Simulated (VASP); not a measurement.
# BaTiO3 (P4mm) in VASP: a series of runs

The runs below take BaTiO3 through single point, with PBE.

Everything below comes from runs of VASP 6.6.1. Logs are shortened: lines on timing, memory, paths and dates and some standing lists are left out, and cuts for length are marked.

**1. The undisturbed crystal**

The structure is tetragonal, space group P4mm (No. 99). Conventional cell: a = 4.000 Å, b = 4.000 Å, c = 4.018 Å, α = 90.00°, β = 90.00°, γ = 90.00°. Ba (site symmetry 4mm) has 12 O at 2.79 to 2.88 Å as nearest neighbours. Ti (site symmetry 4mm) has 6 O at 1.89 to 2.13 Å as nearest neighbours. O (site symmetry 2mm) has 2 Ti at 2.00 Å as nearest neighbours. O (site symmetry 4mm) has 2 Ti at 1.89 to 2.13 Å as nearest neighbours.

**2. Single point, PBE**

File INCAR:

```
ADDGRID = F
ALGO = Normal
EDIFF = 1E-7
ENCUT = 460
GGA = PE
ISIF = 2
ISMEAR = 0
LASPH = T
LCHARG = F
LREAL = F
LWAVE = F
NBANDS = 28
NELM = 100
PREC = Normal
SIGMA = 0.05
```

File KPOINTS:

```
k-points
0
Gamma
  5 5 5
```

File POSCAR:

```
BaTiO3
1.0
    3.9998000000      0.0000000000      0.0000000000
    0.0000000000      3.9998000000      0.0000000000
    0.0000000000      0.0000000000      4.0180000000
Ba Ti O
1 1 3
Direct
    0.0050340000     -0.0151990000     -0.0081960000
    0.5109990000      0.5026790000      0.4796360000
   -0.0079330000      0.4990990000      0.5319510000
    0.5087000000     -0.0034200000      0.5100070000
    0.5274750000      0.4823970000      0.0100750000
```

Potentials or basis: VASP PAW PBE potentials, release 64 (Ba_sv, Ti_sv, O).

Run with:

```
$ cat potpaw_PBE.64/Ba_sv/POTCAR potpaw_PBE.64/Ti_sv/POTCAR potpaw_PBE.64/O/POTCAR > POTCAR
$ mpirun -np 1 vasp_std > vasp.out
```

OUTCAR:

```text
EDIFF = 1E-7
   ENCUT = 460
   GGA = PE
   ISIF = 2
   ISMEAR = 0
   LASPH = T
   LREAL = F
   NELM = 100
   PREC = Normal

 Found     63 irreducible k-points:

 Following reciprocal coordinates:
            Coordinates               Weight
  0.000000  0.000000  0.000000      1.000000
  0.200000  0.000000  0.000000      2.000000
  0.000000  0.200000  0.000000      2.000000
  0.400000  0.000000  0.000000      2.000000
  0.000000  0.400000  0.000000      2.000000
  0.200000  0.200000  0.000000      2.000000
   k-points           NKPTS =     63   k-points in BZ     NKDIM =     63   number of bands    NBANDS=     28
   number of dos      NEDOS =    301   number of ions     NIONS =      5
   total plane-waves  NPLWV =  13824
   dimension x,y,z NGX =    24 NGY =   24 NGZ =   24
   dimension x,y,z NGXF=    48 NGYF=   48 NGZF=   48
   ions per type =               1   1   3
   NGX,Y,Z   is equivalent  to a cutoff of   9.98,  9.98,  9.93 a.u.
   NGXF,Y,Z  is equivalent  to a cutoff of  19.95, 19.95, 19.86 a.u.
 SYSTEM =  unknown system
   PREC   = normal    normal or accurate (medium, high low for compatibility)
   ISTART =      0    job   : 0-new  1-cont  2-samecut
   ICHARG =      2    charge: 1-file 2-atom 10-const
   ISPIN  =      1    spin polarized calculation?
   LNONCOLLINEAR =      F non collinear calculations
   LSORBIT =      F    spin-orbit coupling
   LASPH  =      T    aspherical Exc in radial PAW
   ENCUT  =  460.0 eV  33.81 Ry    5.81 a.u.   6.99  6.99  7.03*2*pi/ulx,y,z
   NELM   =    100;   NELMIN=  2; NELMDL= -5     # of ELM steps
   EDIFF  = 0.1E-06   stopping-criterion for ELM
   LREAL  =      F    real-space projection
   EDIFFG = 0.1E-05   stopping-criterion for IOM
   NSW    =      0    number of steps for IOM
   IBRION =     -1    ionic relax: 0-MD 1-quasi-New 2-CG
   NFREE  =      0    steps in history (QN), initial steepest desc. (CG)
   ISIF   =      2    stress and relaxation
   ISYM   =      2    0-nonsym 1-usesym 2-fastsym
   POTIM  = 0.5000    time-step for ionic-motion
   TEBEG  =    0.0;   TEEND  =   0.0 temperature during run
   PSTRESS=    0.0 pullay stress
   NELECT =      40.0000    total number of electrons
   NUPDOWN=      -1.0000    fix difference up-down
   EMIN   =  10.00;   EMAX   =-10.00  energy-range for DOS
   EFERMI =   0.00;   METHOD = LEGACY
   ISMEAR =     0;   SIGMA  =   0.05  broadening in eV -4-tet -1-fermi 0-gaus
   EFERMI_NEDOS =   21; number of points for ismear=-14 and -15
   IALGO  =     38    algorithm
   IMIX   =      4    mixing-type and parameters
     AMIX     =   0.40;   BMIX     =  1.00
     AMIX_MAG =   1.60;   BMIX_MAG =  1.00
  volume/ion in A,a.u.               =      12.86        86.76
  Fermi-wavevector in a.u.,A,eV,Ry     =   1.397653  2.641181 26.578078  1.953434
  Thomas-Fermi vector in A             =   2.520888
   LORBIT       =      0    0 simple, 1 ext, 2 COOP (PROOUT), +10 PAW based schemes
   GGA     = PE    functional components
   LHFCALC =     F    Hartree Fock is set to
   AEXX    =    0.0000 exact exchange contribution
   IVDW    =     0    specifies the selected vdW correction
   LEPSILON=     F    determine dielectric tensor
   LRPA    =     F    only Hartree local field effects (RPA)
 non-spin polarized calculation
 Gauss-broadening in eV      SIGMA  =   0.05
  energy-cutoff  :      460.00
  volume of cell :       64.28
 maximum number of plane-waves:      1450
   NGX = 13   NGY = 13   NGZ = 15

 number of electron      40.0000023 magnetization

 Free energy of the ion-electron system (eV)
  ---------------------------------------------------
  ext. energy  EPLUGINS =         0.00000000
  ---------------------------------------------------
  free energy    TOTEN  =       -39.88333900 eV

  energy without entropy =      -39.88333900  energy(sigma->0) =      -39.88333900

 E-fermi :   3.9809     XC(G=0): -11.2385

 val. band max:        3.6783103032   @ k =  -0.4000   0.4000   0.4000
 cond. band min:       5.6934522923   @ k =   0.0000   0.0000   0.0000
 fundamental gap:      2.0151419891
 Fermi energy:         3.9808569694

 k-point     1 :       0.0000    0.0000    0.0000
  band No.  band energies     occupation
      1     -52.7282      2.00000
      2     -28.9700      2.00000
      3     -28.9546      2.00000
      4     -28.9427      2.00000
      5     -21.0029      2.00000
      6     -13.0790      2.00000
      7     -12.4055      2.00000
      8     -12.3625      2.00000
      9      -6.1859      2.00000
     10      -6.1749      2.00000
     11      -6.1707      2.00000
     12       1.3975      2.00000
     13       1.5036      2.00000
     14       1.5428      2.00000
     15       2.5592      2.00000
     16       2.5856      2.00000
     17       2.6390      2.00000
     18       3.3960      2.00000
     19       3.4853      2.00000
     20       3.5397      2.00000
     21       5.6935      0.00000
     22       5.9384      0.00000
     23       6.1290      0.00000
     24       7.8812      0.00000
     25       8.0097      0.00000
     26       8.8608      0.00000
     27       8.9585      0.00000
     28      11.0779      0.00000

 k-point     2 :       0.2000    0.0000    0.0000
  band No.  band energies     occupation
      1     -52.7280      2.00000
      2     -28.9733      2.00000
      3     -28.9684      2.00000
      4     -28.9420      2.00000
      5     -20.9622      2.00000
      6     -13.1209      2.00000
      7     -12.3932      2.00000
      8     -12.3223      2.00000
      9      -6.1306      2.00000
     10      -6.1136      2.00000
     11      -6.0328      2.00000
     12       0.8639      2.00000
     13       1.3682      2.00000
     14       1.4110      2.00000
     15       2.2009      2.00000
     16       2.2737      2.00000
     17       2.3631      2.00000
     18       2.8328      2.00000
     19       3.2571      2.00000
     20       3.3861      2.00000
     21       5.9543      0.00000
     22       6.3303      0.00000
     23       6.3957      0.00000
     24       7.9466      0.00000
     25       8.7880      0.00000
     26       9.5890      0.00000
     27       9.6466      0.00000
     28      11.9741      0.00000

 k-point     3 :       0.0000    0.2000    0.0000
  band No.  band energies     occupation
      1     -52.7280      2.00000
      2     -28.9694      2.00000
      3     -28.9608      2.00000
      4     -28.9539      2.00000
      5     -20.9615      2.00000
      6     -13.1291      2.00000
      7     -12.3813      2.00000
      8     -12.3193      2.00000
      9      -6.1401      2.00000
     10      -6.1210      2.00000
     11      -6.0171      2.00000
     12       0.9152      2.00000
     13       1.3009      2.00000
     14       1.3958      2.00000
     15       2.1744      2.00000
     16       2.2523      2.00000
     17       2.4523      2.00000
     18       2.8066      2.00000
     19       3.1364      2.00000
     20       3.3535      2.00000
     21       6.1454      0.00000
     22       6.3386      0.00000
     23       6.4205      0.00000
     24       8.0035      0.00000
     25       8.7551      0.00000
     26       9.5350      0.00000
     27       9.6340      0.00000
     28      11.9615      0.00000

 k-point     4 :       0.4000    0.0000    0.0000
  band No.  band energies     occupation
      1     -52.7275      2.00000
      2     -29.0013      2.00000
      3     -28.9679      2.00000
      4     -28.9409      2.00000
      5     -20.8947      2.00000
      6     -13.2767      2.00000
      7     -12.3686      2.00000
      8     -12.1486      2.00000
      9      -6.0335      2.00000
     10      -6.0158      2.00000
     11      -5.8108      2.00000
     12       0.0416      2.00000
     13       1.0927      2.00000
     14       1.1221      2.00000
     15       1.7786      2.00000
     16       1.8524      2.00000
     17       2.0948      2.00000
     18       2.2267      2.00000
     19       2.9096      2.00000
     20       3.0698      2.00000
     21       6.0522      0.00000
     22       7.1443      0.00000
     23       7.1864      0.00000
     24       7.9348      0.00000
     25       9.5073      0.00000
     26      10.7502      0.00000
     27      11.0938      0.00000
     28      12.1482      0.00000

 k-point     5 :       0.0000    0.4000    0.0000
  band No.  band energies     occupation
      1     -52.7275      2.00000
      2     -28.9904      2.00000
      3     -28.9680      2.00000
      4     -28.9528      2.00000
      5     -20.8926      2.00000
      6     -13.2984      2.00000
      7     -12.3521      2.00000
      8     -12.1232      2.00000
      9      -6.0405      2.00000
     10      -6.0299      2.00000
     11      -5.7950      2.00000
     12       0.0171      2.00000
     13       1.0263      2.00000
     14       1.0861      2.00000
     15       1.7822      2.00000
     16       1.8456      2.00000
     17       2.1427      2.00000
     18       2.2121      2.00000
     19       2.7863      2.00000
     20       3.0498      2.00000
     21       6.2276      0.00000
     22       7.2084      0.00000
     23       7.2549      0.00000
     24       7.9935      0.00000
     25       9.6005      0.00000
     26      10.6751      0.00000
     27      11.0380      0.00000
     28      12.0568      0.00000

 k-point     6 :       0.2000    0.2000    0.0000
  band No.  band energies     occupation
      1     -52.7276      2.00000
      2     -28.9725      2.00000
      3     -28.9678      2.00000
      4     -28.9600      2.00000
      5     -20.9256      2.00000
      6     -13.0904      2.00000
      7     -12.3741      2.00000
      8     -12.3157      2.00000
      9      -6.2034      2.00000
     10      -6.0663      2.00000
     11      -5.9033      2.00000
     12       0.6204      2.00000
     13       0.9933      2.00000
     14       1.3083      2.00000
     15       1.5829      2.00000
     16       2.0483      2.00000
     17       2.2423      2.00000
     18       2.6841      2.00000
     19       3.1853      2.00000
     20       3.3165      2.00000
     21       6.2808      0.00000
     22       6.5132      0.00000
     23       6.6635      0.00000
     24       8.3760      0.00000
     25       9.2853      0.00000
     26      10.0696      0.00000
     27      10.3236      0.00000
     28      12.1409      0.00000

 [... further k-points ...]

------------------------ aborting loop because EDIFF is reached ----------------------------------------

  FORCE on cell =-STRESS in cart. coord.  units (eV):
  Direction    XX          YY          ZZ          XY          YZ          ZX
  --------------------------------------------------------------------------------------
  -------------------------------------------------------------------------------------
  Total        1.4377387      1.5271073      1.8685413      0.0439576     -0.0278158     -0.0554803
  in kB       35.8347246     38.0621784     46.5722041      1.0956164     -0.6932913     -1.3828116
  external PRESSURE =      40.1563690 kB  Pullay stress =       0.0000000 kB

 VOLUME and BASIS-vectors are now :
 -----------------------------------------------------------------------------
  energy-cutoff  :      460.00
  volume of cell :       64.28
      direct lattice vectors                 reciprocal lattice vectors
     3.999800000  0.000000000  0.000000000     0.250012501  0.000000000  0.000000000
     0.000000000  3.999800000  0.000000000     0.000000000  0.250012501  0.000000000
     0.000000000  0.000000000  4.018000000     0.000000000  0.000000000  0.248880040

 POSITION                                       TOTAL-FORCE (eV/Angst)
 -----------------------------------------------------------------------------------
      0.02013      3.93901      3.98507         0.135352      0.362377      0.147238
      2.04389      2.01062      1.92718         0.298817     -0.201575      0.061365
      3.96807      1.99630      2.13738         0.644396     -0.073982     -0.688505
      2.03470      3.98612      2.04921        -0.353981     -0.366074     -0.226167
      2.10979      1.92949      0.04048        -0.724585      0.279254      0.706068
 -----------------------------------------------------------------------------------
    total drift:                                0.000678     -0.000986      0.000366

  FREE ENERGIE OF THE ION-ELECTRON SYSTEM (eV)
  ---------------------------------------------------
  free  energy   TOTEN  =       -39.8833390010 eV

  energy  without entropy=      -39.8833390010  energy(sigma->0) =      -39.88333900
```

It took 49 s on 1 thread of Intel Xeon Platinum 8488C (Sapphire Rapids), shared host; peak memory 0.2 GiB.

These settings aren't checked as converged: the numbers below hold their error.

Results:

| Property | Result |
| --- | --- |
| Free energy | -39.8833 eV |
| Pressure | 4.0 GPa |
| Largest force | 1.050 eV/Å |
| Band gap on the k mesh | 2.02 eV, indirect (least direct gap 2.15 eV) |

Caveat: the cutoff is under 1.25 times the usual one of these potentials, so pressure, stress and relaxed cells hold a basis-set (Pulay) error; spin-orbit coupling is left out, which moves the levels of the heavy elements; an odd mesh through Γ misses points on the zone boundary, where band edges often lie.

**3. Single point, PBE**

File INCAR:

```
ADDGRID = F
ALGO = Normal
EDIFF = 0.01
ENCUT = 460
GGA = PE
ISIF = 2
ISMEAR = 0
LASPH = T
LCHARG = F
LREAL = F
LWAVE = F
NBANDS = 28
NELM = 100
PREC = Accurate
SIGMA = 0.05
```

KPOINTS is that of step 2.

POSCAR is that of step 2.

Potentials or basis: VASP PAW PBE potentials, release 64 (Ba_sv, Ti_sv, O).

Run with:

```
$ cat potpaw_PBE.64/Ba_sv/POTCAR potpaw_PBE.64/Ti_sv/POTCAR potpaw_PBE.64/O/POTCAR > POTCAR
$ mpirun -np 1 vasp_std > vasp.out
```

Wall time 76 s (1 thread of Intel Xeon Platinum 8488C (Sapphire Rapids), shared host); peak memory 0.22 GiB.

The run converged, but some of its settings lie outside the range that counts as converged, so its numbers aren't taken as properties of the crystal.

What came out:

* Free energy: -39.8832 eV
* Pressure: 4.0 GPa
* Largest force: 1.053 eV/Å
* Band gap on the k mesh: 2.02 eV, indirect (least direct gap 2.16 eV)

Caveat: the cutoff is under 1.25 times the usual one of these potentials, so pressure, stress and relaxed cells hold a basis-set (Pulay) error; spin-orbit coupling is left out, which moves the levels of the heavy elements; an odd mesh through Γ misses points on the zone boundary, where band edges often lie.

**4. Single point, PBE**

Edit INCAR of step 3 so:

```diff
@@ -2,3 +2,3 @@
 ALGO = Normal
-EDIFF = 0.01
+EDIFF = 1E-4
 ENCUT = 460
```

KPOINTS is that of step 3.

POSCAR is that of step 3.

Run with:

```
$ cat potpaw_PBE.64/Ba_sv/POTCAR potpaw_PBE.64/Ti_sv/POTCAR potpaw_PBE.64/O/POTCAR > POTCAR
$ mpirun -np 1 vasp_std > vasp.out
```

Wall time 46 s (1 thread of Intel Xeon Platinum 8488C (Sapphire Rapids), shared host); peak memory 0.22 GiB.

These settings aren't checked as converged: the numbers below hold their error.

What came out:

```
Free energy            : -39.8833 eV
Pressure               : 3.5 GPa
Largest force          : 1.044 eV/Å
Band gap on the k mesh : 2.02 eV, indirect (least direct gap 2.16 eV)
```

Caveat: the cutoff is under 1.25 times the usual one of these potentials, so pressure, stress and relaxed cells hold a basis-set (Pulay) error; spin-orbit coupling is left out, which moves the levels of the heavy elements; an odd mesh through Γ misses points on the zone boundary, where band edges often lie.

**5. The reference run**

An earlier run on the cell as given: functional PBEsol; potentials or basis VASP PAW PBE potentials, release 64 (Ba_sv, Ti_sv, O); cutoff 520 eV; k mesh 7 × 7 × 7; occupations fermi-dirac, width 0.05 eV; no spin polarisation.

* Pressure: -2.0 GPa
* Largest force: 0.323 eV/Å
* Band gap on the k mesh: 1.82 eV, indirect (least direct gap 2.02 eV)
